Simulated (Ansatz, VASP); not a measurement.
**One calculation of TaN, two programs**

```
Ta N
1.0
     3.07848    0.00000    0.00000
    -1.53924    2.66604    0.00000
     0.00000    0.00000    4.91800
Ta N
2 2
Direct
  0.00000 0.00000 0.00000
  0.00000 0.00000 0.50000
  0.33333 0.66667 0.25000
  0.66667 0.33333 0.75000
```

Change from the starting cell: equal xx and yy strain of +1 %, crystal datasets.

Alike in both runs: task electric field gradients; functional PBEsol; k mesh 9 × 9 × 5; occupations fermi-dirac, width 0.01 eV; no spin polarisation.

```csv
,VASP,Ansatz
version,VASP 6.6.1,Ansatz 0.2.0
potentials or method,"VASP PAW PBE potentials, release 64 (Ta_pv, N), cutoff 520 eV","all-electron PAW with datasets made for the crystal, scalar-relativistic"
```

```tsv
	VASP	Ansatz	Ansatz less VASP
pressure (GPa)	41.2	39.3	-1.94
largest component of the traceless stress (GPa)	53.89	53.14	-0.755
Vzz of the field gradient on the site that differs most (V/Å²)	-176.3	-201.2	-24.96
```

Ansatz ran all-electron here, so the differences hold the error of VASP's frozen core and of both bases. Ansatz warned: «gradients_without_spin_orbit».

Caveats: so large a pressure means that the cell lies far from this level's equilibrium, or that cutoff or potentials fall short (VASP); the potentials were made for another functional, which shifts forces and pressure (VASP). Spin-orbit coupling is left out, which matters for the levels of Ta.
